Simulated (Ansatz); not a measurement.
**CdIn2O4: vibrations at Γ and dielectric response**

Aim: the dielectric constants and Born charges of the known phase of CdIn2O4 (Fd-3m) with 14 atoms a cell, and its zone-centre vibrations.

Program: Ansatz 0.2.0. Linear response, PAW datasets, plane waves. Calculated at 0 K for a non-magnetic cell.

## (1) The system as given

The cell was relaxed beforehand with PBEsol.

It is cubic, Fd-3m (No. 227); a = 9.191 Å in the conventional setting, 13.86 Å³ an atom. Around Cd lie 4 O at 2.19 Å; around In lie 6 O at 2.19 Å; around O lie 3 In at 2.19 Å and 1 Cd at 2.19 Å.

Structure file:

Space group Fd-3m:1 (No. 227). a = 9.191 Å, b = 9.191 Å, c = 9.191 Å, α = 90.00°, β = 90.00°, γ = 90.00°
```csv
atom,site,symmetry,x,y,z
Cd,8b,-43m,0.0000,0.0000,0.5000
In,16c,.-3m,0.1250,0.1250,0.1250
O,32e,.3m,0.3623,0.3623,0.3623
```

## (2) Phonons at Γ with PBEsol

Input file input.yaml:

```yaml
crystal:
  lattice:
    - [0.0, 4.5954577823, 4.5954577823]
    - [4.5954577823, 0.0, 4.5954577823]
    - [4.5954577823, 4.5954577823, 0.0]
  atoms:
    - { symbol: Cd, position: [0.0, 0.0, 0.0] }
    - { symbol: Cd, position: [0.25, 0.25, 0.25] }
    - { symbol: In, position: [0.625, 0.625, 0.625] }
    - { symbol: In, position: [0.125, 0.625, 0.625] }
    - { symbol: In, position: [0.625, 0.625, 0.125] }
    - { symbol: In, position: [0.625, 0.125, 0.625] }
    - { symbol: O, position: [0.8622634521, 0.8622634521, 0.8622634521] }
    - { symbol: O, position: [0.8367903562, 0.3877365479, 0.3877365479] }
    - { symbol: O, position: [0.8622634521, 0.8622634521, 0.4132096438] }
    - { symbol: O, position: [0.3877365479, 0.8367903562, 0.3877365479] }
    - { symbol: O, position: [0.4132096438, 0.8622634521, 0.8622634521] }
    - { symbol: O, position: [0.3877365479, 0.3877365479, 0.3877365479] }
    - { symbol: O, position: [0.8622634521, 0.4132096438, 0.8622634521] }
    - { symbol: O, position: [0.3877365479, 0.3877365479, 0.8367903562] }
kpoints:
  mp_grid: { grid: [4, 4, 4] }
hamiltonian:
  xc: pbesol
scf:
  occupations: { method: fixed }
phonons:
  method: dfpt
  dielectric: true
  qpoints: [[0, 0, 0]]
  rigid_motions: translations
```

Started as:

```sh
$ ansatz run input.yaml --threads 8 --pin off --max-ram 20275MiB --backend cpu --events-out ev --progress --plain --runs-dir out
```

## (3) Dielectric tensor and Born charges, r2SCAN

Input file input.yaml:

```yaml
crystal:
  lattice:
    - [0.0, 4.6003631796, 4.6003631796]
    - [4.6003631796, 0.0, 4.6003631796]
    - [4.6003631796, 4.6003631796, 0.0]
  atoms:
    - { symbol: Cd, position: [0.0, 0.0, 0.0] }
    - { symbol: Cd, position: [0.25, 0.25, 0.25] }
    - { symbol: In, position: [0.625, 0.625, 0.625] }
    - { symbol: In, position: [0.125, 0.625, 0.625] }
    - { symbol: In, position: [0.625, 0.625, 0.125] }
    - { symbol: In, position: [0.625, 0.125, 0.625] }
    - { symbol: O, position: [0.8618762811, 0.8618762811, 0.8618762811] }
    - { symbol: O, position: [0.8356288432, 0.3881237189, 0.3881237189] }
    - { symbol: O, position: [0.8618762811, 0.8618762811, 0.4143711568] }
    - { symbol: O, position: [0.3881237189, 0.8356288432, 0.3881237189] }
    - { symbol: O, position: [0.4143711568, 0.8618762811, 0.8618762811] }
    - { symbol: O, position: [0.3881237189, 0.3881237189, 0.3881237189] }
    - { symbol: O, position: [0.8618762811, 0.4143711568, 0.8618762811] }
    - { symbol: O, position: [0.3881237189, 0.3881237189, 0.8356288432] }
kpoints:
  mp_grid: { grid: [4, 4, 4] }
hamiltonian:
  xc: r2scan
scf:
  occupations: { method: fixed }
dielectric: {}
```

## (4) Dielectric tensor and Born charges, PBE

Changes to input.yaml since step 3:

```diff
@@ -23,3 +23,3 @@
 hamiltonian:
-  xc: r2scan
+  xc: pbe
 scf:
```

What does the calculation give? Wanted: ε∞, PBEsol at the PBEsol cell; ε∞, r2SCAN at the r2SCAN cell; ε∞, PBE at the r2SCAN cell; Born charges; optical modes; highest mode with the LO–TO term; static dielectric constant.

The runs gave:

```
                                quantity                          value
           ε∞, PBEsol at the PBEsol cell                           5.07
           ε∞, r2SCAN at the r2SCAN cell                           4.38
              ε∞, PBE at the r2SCAN cell                           4.93
Born charges (mean of the diagonal), PBE  Cd +2.49, In +3.11, O -2.17 e
                           optical modes                 82 to 581 cm⁻¹
        highest mode with the LO–TO term                       581 cm⁻¹
              static dielectric constant                           11.3
```

In words: A mean ε∞ of 4.9 (PBE) means a refractive index near 2.22 below the gap. PBE screens more (4.93 for PBE, 4.38 for r2SCAN), in step with its smaller gap on the mesh (1.07 and 1.57 eV). The ions raise the dielectric constant from 5.1 to 11.3, so the lattice does most of the static screening. All zone-centre modes are real; only Γ was computed.

The gaps are Kohn-Sham values of a semilocal functional, not quasiparticle or optical gaps. Such gaps usually fall short of the measured ones.
